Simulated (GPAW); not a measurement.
# Sn (Fd-3m) in GPAW: a series of runs

Aim: see how the results for Sn move with the level of theory and the settings. Levels: SOGGA, LDA. Tasks: equation of state.

All numbers are computed with GPAW 26.7.0; they aren't measurements. Logs are shortened: lines on timing, memory, paths and dates and some standing lists are left out, and cuts for length are marked. The log counts tension as positive stress, the text compression.

## 1. The structure

It takes space group Fd-3m (No. 227, cubic). Conventional cell: a = 6.467 Å, b = 6.467 Å, c = 6.467 Å, α = 90.00°, β = 90.00°, γ = 90.00°. Around Sn (site symmetry -43m) lie 4 Sn at 2.80 Å.

This isn't the form of Sn at room conditions, which is tetragonal (white tin).

## 2. Equation of state, SOGGA

Contents of run.py:

```python
from ase.eos import EquationOfState
from ase.io import Trajectory
from ase.spacegroup import crystal
from ase.units import GPa
from gpaw import GPAW, PW, setup_paths

setup_paths.insert(0, '.')

# Sn 8a
atoms = crystal(['Sn'],
                basis=[[0.25, 0.25, 0.25]],
                spacegroup=227, setting=1,  # Fd-3m
                cellpar=[6.4666856, 6.4666856, 6.4666856, 90.0, 90.0, 90.0],
                primitive_cell=True)

traj = Trajectory('eos.traj', 'w')
volumes, energies = [], []
for x in [0.94, 0.96, 0.98, 1.0, 1.02, 1.04, 1.06]:
    a = atoms.copy()
    a.set_cell(atoms.cell * x**(1 / 3), scale_atoms=True)
    calc = GPAW(mode=PW(600),
                xc='GGA_X_SOGGA+GGA_C_PBE_SOL',
                kpts={'size': (6, 6, 6), 'gamma': True},
                occupations={'name': 'fermi-dirac', 'width': 0.05},
                nbands=24,
                convergence={'density': 1e-05, 'energy': 1e-05},
                maxiter=150,
                txt=f'eos-{x:.2f}.txt')
    a.calc = calc
    energies.append(a.get_potential_energy(force_consistent=True))
    volumes.append(a.get_volume())
    p = -a.get_stress()[:3].mean() / GPa
    calc.write(f'eos-{x:.2f}.gpw')
    traj.write(a)
    print(f'{x:.2f} {volumes[-1]:10.4f} A^3 {energies[-1]:14.6f} eV {p:9.3f} GPa', flush=True)

v0, e0, B = EquationOfState(volumes, energies, eos='birchmurnaghan').fit()
print(f'V0 = {v0:.4f} A^3, E0 = {e0:.6f} eV, B0 = {B / GPa:.2f} GPa')
```

Potentials or basis: PAW data sets generated in the run's folder for this functional, pw.

Started as:

```sh
gpaw-setup -f GGA_X_SOGGA+GGA_C_PBE_SOL Sn
OMP_NUM_THREADS=1 python run.py
```

Standard output:

```text
__  _  _
 | _ |_)|_||  |
 |__||  | ||/\| - 26.7.0

Input parameters:
  mode=PW(ecut=600.0),
  convergence={'density': 1e-05, 'energy': 1e-05},
  kpts=MonkhorstPack(size=(6, 6, 6), gamma=True),
  maxiter=150,
  nbands=24,
  occupations=Occupations(name='fermi-dirac', width=0.05),
  xc=XC(name='GGA_X_SOGGA+GGA_C_PBE_SOL')

Diagonalizing LCAO Hamiltonian
Converting LCAO to pw mode

            Sn

       Sn

Atoms  # Å, Bohr magnetons
|   | symbol |        x |        y |        z |    initial magnetic moments |
|---|--------|----------|----------|----------|-----------------------------|
| 0 |     Sn | 1.583669 | 1.583669 | 1.583669 | ( 0.0000,  0.0000,  0.0000) |
| 1 |     Sn | 0.000000 | 0.000000 | 0.000000 | ( 0.0000,  0.0000,  0.0000) |

Unit cell  # Å
| periodic |        x |        y |        z |  lengths |    angles |
|----------|----------|----------|----------|----------|-----------|
|      yes | 0.000000 | 3.167338 | 3.167338 | 4.479292 | 60.000000 |
|      yes | 3.167338 | 0.000000 | 3.167338 | 4.479292 | 60.000000 |
|      yes | 3.167338 | 3.167338 | 0.000000 | 4.479292 | 60.000000 |

Number of symmetries: 24
Symmetry operations  # r_c * U_cc + t_c -> r_c
|    | kind |            matrix            |
|----|------|------------------------------|
|  0 |  E   |  1, 0, 0,  0, 1, 0,  0, 0, 1 |
|  1 |  σ   |  1, 0, 0,  0, 0, 1,  0, 1, 0 |
|  2 |  σ   |  1, 0,-1,  0, 1,-1,  0, 0,-1 |
|  3 |  C3  |  1, 0,-1,  0, 0,-1,  0, 1,-1 |
|  4 |  C3  |  1,-1, 0,  0,-1, 1,  0,-1, 0 |
|  5 |  σ   |  1,-1, 0,  0,-1, 0,  0,-1, 1 |
|  6 |  σ   |  0, 1, 0,  1, 0, 0,  0, 0, 1 |
|  7 |  C3  |  0, 1, 0,  0, 0, 1,  1, 0, 0 |
|  8 |  C2  |  0, 1,-1,  1, 0,-1,  0, 0,-1 |
|  9 |  S4  |  0, 1,-1,  0, 0,-1,  1, 0,-1 |
| 10 |  C3  |  0, 0, 1,  1, 0, 0,  0, 1, 0 |
| 11 |  σ   |  0, 0, 1,  0, 1, 0,  1, 0, 0 |
| 12 |  S4  |  0, 0,-1,  1, 0,-1,  0, 1,-1 |
| 13 |  C3  |  0, 0,-1,  0, 1,-1,  1, 0,-1 |
| 14 |  S4  |  0,-1, 1,  1,-1, 0,  0,-1, 0 |
| 15 |  C2  |  0,-1, 1,  0,-1, 0,  1,-1, 0 |
| 16 |  C3  |  0,-1, 0,  1,-1, 0,  0,-1, 1 |
| 17 |  S4  |  0,-1, 0,  0,-1, 1,  1,-1, 0 |
| 18 |  S4  | -1, 1, 0, -1, 0, 1, -1, 0, 0 |
| 19 |  C3  | -1, 1, 0, -1, 0, 0, -1, 0, 1 |
| 20 |  C3  | -1, 0, 1, -1, 1, 0, -1, 0, 0 |
| 21 |  S4  | -1, 0, 1, -1, 0, 0, -1, 1, 0 |
| 22 |  σ   | -1, 0, 0, -1, 1, 0, -1, 0, 1 |
| 23 |  C2  | -1, 0, 0, -1, 0, 1, -1, 1, 0 |

BZ-sampling:
  Number of BZ points: 216
  Number of IBZ points: 16

  Monkhorst-Pack size: [6, 6, 6]
  Monkhorst-Pack shift: [0.08333333333333333, 0.08333333333333333, 0.08333333333333333]

K-points  # in reciprocal-cell coordinates
|     |                                coordinates |     weight |
|-----|--------------------------------------------|------------|
|   0 | (  0.00000000,   0.00000000,   0.00000000) | 0.00462963 |
|   1 | (  0.16666667,   0.16666667,   0.00000000) | 0.02777778 |
|   2 | (  0.16666667,   0.16666667,   0.16666667) | 0.03703704 |
|   3 | (  0.33333333,   0.16666667,   0.16666667) | 0.05555556 |
|   4 | (  0.33333333,   0.33333333,  -0.33333333) | 0.05555556 |
|   5 | (  0.33333333,   0.33333333,   0.00000000) | 0.02777778 |
|   6 | (  0.33333333,   0.33333333,   0.16666667) | 0.11111111 |
|   7 | (  0.33333333,   0.33333333,   0.33333333) | 0.03703704 |
|   8 | (  0.50000000,   0.33333333,  -0.33333333) | 0.11111111 |
|   9 | (  0.50000000,   0.33333333,  -0.16666667) | 0.05555556 |
| ... |                                            |            |
|  15 | (  0.50000000,   0.50000000,   0.50000000) | 0.01851852 |

Plane wave coefficients: 2138
Cutoff: 600.0 eV

Spin-components: 1 (collinear spins)
Bands:           24
Projectors:      12
Spin-degeneracy: 2
Datatype:        complex128

Parallelization:
  kpt:    1
  domain: 1
  band:   1

Density:
  Valence electrons: 28.0
  Components: 1
  Grid points: [27 27 27]
  Charge: 0.0  # |e|

Potential:
  Grid points: [27 27 27]

species:
  Sn:
    name:    Tin
    Z:       50.0
    valence: 14
    core:    36
    charge:  0.0  # [|e|]
    compensation charges:
      type: gauss
      rc: 0.38  # [Å]
      lmax: 2
    cutoffs:
      filter: 2.23  # [Å]
      core: 2.35  # [Å]
    projectors
    | kind |    occ | energy [eV] | rcut [Å] |
    |------|--------|-------------|----------|
    |   5s |  2.000 |     -10.596 |    1.201 |
    |   5p |  2.000 |      -3.722 |    1.270 |
    |   4d | 10.000 |     -25.809 |    1.185 |
    |    s |        |      16.615 |    1.201 |
    |    p |        |      23.489 |    1.270 |
    |    d |        |       1.403 |    1.185 |

    Using partial waves for Sn as LCAO basis

Reference energy: -335870.691904  # eV

eigensolver:
  PPCG
  Converge bands: occupied
  niter=2

density mixing:
  MSR1-Mixer
  Pratt-step length: 0.05
  Maximum mixing coefficient: 0.75
  Old densities: 10
  SVD Regularization: 0.005
  Good broyden scale: 1.0
  Trust region scale: 1.0
  Backstep threshold: 4.0
  History deletion threshold: 6.0
  Fourier metric: weight=20.0, sigma=0.015

occupation numbers:
  Fermi-Dirac:
    width: 0.0500  # eV

poisson solver:
  ecut: 4800.0  # eV

xc functional:
  name: GGA_X_SOGGA+GGA_C_PBE_SOL with 2 nearest neighbor stencil

convergence criteria:
[... 6 lines left out ...]
|iter     | |      energy | eigst |  dens |
|---------|-|-------------|-------|-------|
|iter:   1| |   -8.930894 | +0.06 |       |
|iter:   2| |   -8.928460 | -2.29 | -1.43 |
|iter:   3| |   -8.862084 | -2.55 | -1.46 |
|iter:   4| |   -8.862585 | -3.17 | -1.99 |
|iter:   5| |   -8.863378 | -4.17 | -2.67 |
|iter:   6| |   -8.863400 | -5.56 | -3.67 |
|iter:   7| |   -8.863401c| -6.61 | -4.33 |
|iter:   8| |   -8.863401c| -8.21c| -4.78 |
|iter:   9| |   -8.863401c| -8.34c| -5.48c|

Converged in 9 steps
Energy contributions relative to reference atoms: (reference = -335870.691904)

Energy contributions:
  Kinetic:          13.549383
  Coulomb:         -11.776070
  Zero:              0.011792
  External:          0.000000
  Xc:              -10.647428
  Entropy:          -0.002158
  Spinorbit:         0.000000
  ----------------------------
  Free energy:      -8.864480
  Extrapolated:     -8.863401

dipole moment: (-25.565192, -25.565192, -25.565192)  # |e|*Ang

Fermi level: 5.586
Eigenvalues  # (at kpt = [0.000, 0.000, 0.000])
| band index |      eig [eV] | occ [0-2] |
|------------|---------------|-----------|
|          0 |       -16.222 |     2.000 |
|        ... |               |           |
|          4 |       -16.154 |     2.000 |
|          5 |       -15.775 |     2.000 |
|          6 |       -15.775 |     2.000 |
|          7 |       -15.775 |     2.000 |
|          8 |       -15.760 |     2.000 |
|          9 |       -15.760 |     2.000 |
|         10 |        -5.577 |     2.000 |
|         11 |         5.382 |     1.967 |
|         12 |         5.626 |     0.620 |
|         13 |         5.626 |     0.620 |
|         14 |         5.626 |     0.620 |
|         15 |         7.692 |     0.000 |
|         16 |         7.692 |     0.000 |
|         17 |         7.692 |     0.000 |
|         18 |        10.457 |     0.000 |
|         19 |        13.683 |     0.000 |
|        ... |               |           |
|         23 |        13.839 |     0.000 |

No gap
No difference between direct/indirect transitions

Stress tensor  # eV/Ang^3
|         x |         y |         z |
|-----------|-----------|-----------|
| -0.029216 |  0.000000 |  0.000000 |
|  0.000000 | -0.029216 | -0.000000 |
|  0.000000 | -0.000000 | -0.029216 |

# Writing to eos-0.94.gpw (mode='')
```

Wall time 98 s (1 thread of Arm Neoverse V2, shared host); peak memory 0.27 GiB.

Results:

```yaml
Equilibrium_volume: 34.75 Å³/atom
Bulk_modulus: 42 GPa
Pressure_derivative_of_the_bulk_modulus: 4.8
```

Energy against volume, from the lowest point:
```
volume (Å³/atom)  energy (meV/atom)
          31.775              39.79
          32.451              22.69
          33.127              10.71
          33.803               3.31
          34.479               0.00
          35.155               0.34
          35.831               3.93
```

## 3. Equation of state, LDA

run.py: that of step 2 with these lines changed.

```diff
@@ -1,4 +1,3 @@
 from ase.eos import EquationOfState
-from ase.io import Trajectory
-from ase.spacegroup import crystal
+from ase.io import Trajectory, read
 from ase.units import GPa
@@ -8,8 +7,3 @@
 
-# Sn 8a
-atoms = crystal(['Sn'],
-                basis=[[0.25, 0.25, 0.25]],
-                spacegroup=227, setting=1,  # Fd-3m
-                cellpar=[6.4666856, 6.4666856, 6.4666856, 90.0, 90.0, 90.0],
-                primitive_cell=True)
+atoms = read('Sn.cif')
 
@@ -21,6 +15,7 @@
     calc = GPAW(mode=PW(600),
-                xc='GGA_X_SOGGA+GGA_C_PBE_SOL',
+                xc='LDA',
                 kpts={'size': (6, 6, 6), 'gamma': True},
                 occupations={'name': 'fermi-dirac', 'width': 0.05},
-                nbands=24,
+                setups={'Sn': 'jth'},
+                nbands=-10,
                 convergence={'density': 1e-05, 'energy': 1e-05},
```

Contents of Sn.cif:

```cif
data_Sn
_cell_length_a 4.57263724
_cell_length_b 4.57263724
_cell_length_c 4.57263724
_cell_angle_alpha 60.00000000
_cell_angle_beta 60.00000000
_cell_angle_gamma 60.00000000
_space_group_name_H-M_alt 'P1'
_space_group_name_Hall 'P 1'
_space_group_IT_number 1
loop_
_space_group_symop_operation_xyz
'x,y,z'
loop_
_atom_site_label
_atom_site_type_symbol
_atom_site_symmetry_multiplicity
_atom_site_Wyckoff_symbol
_atom_site_fract_x
_atom_site_fract_y
_atom_site_fract_z
_atom_site_occupancy
Sn1 Sn 1 a 0.7500000000 0.7500000000 0.7500000000 1
Sn2 Sn 1 a 0.5000000000 0.5000000000 0.5000000000 1
```

Potentials or basis: JTH PAW 2.0, LDA, pw.

Started as:

```sh
OMP_NUM_THREADS=1 python run.py
```

Run time: 87 s. Hardware: 1 thread of Arm Neoverse V2, shared host; peak memory 0.31 GiB.

Results (log left out):

| Quantity | Value |
| --- | --- |
| Equilibrium volume | 33.95 Å³/atom |
| Bulk modulus | 44 GPa |
| Pressure derivative of the bulk modulus | 5.6 |

Energy against volume, from the lowest point:
```
volume (Å³/atom)  energy (meV/atom)
          31.775              22.16
          32.451              10.01
          33.127               2.82
          33.803               0.00
          34.479               1.07
          35.155               5.43
          35.831              12.76
```

Caveat: the program truncates these outside data sets.
